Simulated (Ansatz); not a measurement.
PbS: pressure against volume per atom

Periodic Kohn-Sham DFT of a crystal at fixed atoms; pressure and stress are positive in compression; the energy is the free energy less that of spherical unpolarised free atoms; site moments are those in the method's own spheres, positive along +z. The results are calculated, by Ansatz 0.2.0.

Cell of the first row (space group Fm-3m, No. 225):
```
PbS
1.0
      0.0000     2.9045     2.9045
      2.9045     0.0000     2.9045
      2.9045     2.9045     0.0000
Pb S
1 1
Direct
  0.00000 0.00000 0.00000
  0.50000 0.50000 0.50000
```

Settings of every row: method frozen-core PAW; functional LDA; relativity scalar; k mesh 7x7x7; filling fermi-dirac; smearing width 0.01 eV; wave cutoff 420 eV; paw set soft_2.

Atom start moment: 0 on all atoms.

Limits: PAW files made with PBE; no spin-orbit coupling on heavy atoms.

Limits of some rows: small gap, it may come from the mesh (row 5).

| row | volume per atom (Å³) | pressure (GPa) |
| --- | --- | --- |
| 1 | 24.502 | ? |
| 2 | 25.023 | -0.237 |
| 3 | 25.545 | -1.49 |
| 4 | 25.805 | -2.067 |
| 5 | 26.066 | -2.613 |
| 6 | 26.327 | -3.13 |
| 7 | 26.587 | -3.62 |
| 8 | 27.109 | -4.52 |
| 9 | 27.63 | -5.326 |

Question: what pressure should row 1 give?

Worked fit of pressure. Take u = (V_r/V)^(2/3) − 1 with V_r = 26.197 Å³ an atom, which is twice the finite (Eulerian) strain; such expansions in the strain, on which the Birch-Murnaghan equation of state is built, carry the rest volume and the bulk modulus. The shown rows have u = 0.03104, 0.01694, 0.0101, 0.00335, -0.00329, -0.0098, -0.02256, -0.03488. Least squares give pressure = −2.8765 + 78.032 × u + 224.89 × u² GPa; a straight line predicts inner rows, each left out in turn, worse (root mean square 0.074 against 0.0017 GPa). The rows lie off it by 0.001, 0.000, -0.002, 0.000, 0.001, 0.000, 0.002, -0.001. The withheld row has u = 0.0456, so the fit gives −2.8765 + 78.032 × (0.0456) + 224.89 × (0.0456)² = 1.149 GPa.

The calculation gave 1.16 GPa. The fit lies 0.011 GPa (0.17 % of the column's range) below it; its largest miss of a shown row is 0.002 GPa. This row lies beyond the range of the fit.
